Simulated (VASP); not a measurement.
Input of a VASP 6.6.1 run:

INCAR

```
ALGO     = Normal         # electronic algorithm
EDIFF    = 1E-6           # SCF threshold, eV
ENCUT    = 520            # plane-wave cutoff, eV
GGA      = RP             # functional
ISIF     = 2              # what is computed and relaxed
ISMEAR   = -1             # smearing method
LASPH    = T              # aspherical terms in the spheres
LCHARG   = T              # write CHGCAR
LELF     = T              # ELF
LREAL    = F              # projectors in reciprocal space
LVHAR    = T            
LWAVE    = F              # write WAVECAR
NBANDS   = 12             # bands
NELM     = 60             # most SCF steps
PREC     = Accurate       # precision mode
SIGMA    = 0.1            # smearing width, eV
```

File KPOINTS:

```
k-points
0
Gamma
  16 16 16
```

POSCAR

```
In
1.0
    3.1424461251      0.0000000000      0.0000000000
    0.0000000000      3.1424461251      0.0000000000
    0.0000000000      0.0000000000      3.1424461251
In
1
Direct
    0.0000000000      0.0000000000      0.0000000000
```

Potentials or basis: VASP PAW PBE potentials, release 64 (In_d).

The run is started by

```sh
$ cat potpaw_PBE.64/In_d/POTCAR > POTCAR
$ mpirun -np 1 vasp_std > vasp.out
```

(1) Predict the pressure.

(2) What does it give for the band gap on the k mesh?

Results:

(1) 0.0 GPa.

(2) none (metal or under the smearing width).

Caveat: the PAW data sets were made with another functional, which shifts forces and pressure a little.
